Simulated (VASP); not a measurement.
Wanted: the native input for a VASP 6.6.1 run.

```
Task                   : electrostatic potential
Functional             : PBE
Dispersion             : D4
Potentials or basis    : VASP PAW PBE potentials, release 64 (W_sv)
Cutoff                 : 520 eV
k mesh                 : 18 × 18 × 18
Occupations            : methfessel-paxton, width 0.1 eV
Spin                   : no spin polarisation
Further INCAR settings : ALGO = Fast; EDIFF = 1e-06
```

The structure of W lies in POSCAR:

```
W                                       
1.0
   -1.5814203044      1.5814203044      1.5814203044
    1.5814203044     -1.5814203044      1.5814203044
    1.5814203044      1.5814203044     -1.5814203044
  W             
     1
Direct
     0.0000000000000000    0.0000000000000000    0.0000000000000000
```

The cell was built by a generator and needn't be a form met in nature.

These files were run (other wordings do the same):

INCAR

```
PREC = Accurate ; ENCUT = 520
EDIFF = 1E-6 ; ISMEAR = 1
SIGMA = 0.1 ; LREAL = False
LASPH = True ; NELM = 80
ALGO = Fast ; ISIF = 2
LWAVE = False ; LCHARG = True
GGA = PE ; IVDW = 13
LVHAR = True
```

KPOINTS

```
regular mesh
0
Gamma
  18 18 18
```

Potentials or basis: VASP PAW PBE potentials, release 64 (W_sv).

The run is started by

```sh
$ cat potpaw_PBE.64/W_sv/POTCAR > POTCAR
$ mpirun -np 1 vasp_std > vasp.out
```

Results of the run:

| Property | Result |
| --- | --- |
| Pressure | 0.0 GPa |
| Band gap on the k mesh | none (metal or under the smearing width) |
| Dispersion energy per atom | -0.723 eV |

Caveat: pairwise dispersion overbinds metals, which lowers pressure and volume.

Wall time 30 s on 1 thread of Intel(R) Xeon(R) Platinum 8375C CPU @ 2.90GHz (Ice Lake), with other jobs on the host, peak memory 0.15 GiB.
